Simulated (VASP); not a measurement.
Here is a VASP 6.6.1 calculation.

INCAR

```
SYSTEM = Pb
PREC = Accurate ; ENCUT = 600
EDIFF = 1E-6 ; ISMEAR = 1
SIGMA = 0.1 ; LREAL = .False.
LASPH = .True. ; NELM = 80
ALGO = Normal ; ISIF = 3
LWAVE = .False. ; LCHARG = .False.
GGA = PE ; IVDW = 12
IBRION = 2 ; NSW = 90
EDIFFG = -0.01
```

KPOINTS

```
Automatic mesh
0
Gamma
  14 14 14
  0 0 0
```

Contents of POSCAR:

```
Pb
1.0
    0.0000000000      2.4750200000      2.4750200000
    2.4750200000      0.0000000000      2.4750200000
    2.4750200000      2.4750200000      0.0000000000
Pb
1
Direct
    0.0000000000      0.0000000000      0.0000000000
```

Potentials or basis: VASP PAW PBE potentials, release 64 (Pb_d).

Command:

```sh
$ cat potpaw_PBE.64/Pb_d/POTCAR > POTCAR
$ mpirun -np 1 vasp_std > vasp.out
```

What does it give for the space group after relaxing (to 0.05 Å)?

Fm-3m (No. 225).

Estimate the relaxed volume.

30.51 Å³/atom.

What does it give for the band gap on the k mesh?

None (metal or under the smearing width).

Final structure:
```yaml
crystal:
  lattice:
    - [0.00000, 2.47997, 2.47997]
    - [2.47997, 0.00000, 2.47997]
    - [2.47997, 2.47997, 0.00000]
  atoms:
    - { symbol: Pb, position: [0.00000, 0.00000, 0.00000] }
```

Caveat: pairwise dispersion overbinds metals, which lowers pressure and volume. Spin-orbit coupling is left out, which matters for the levels of Pb.
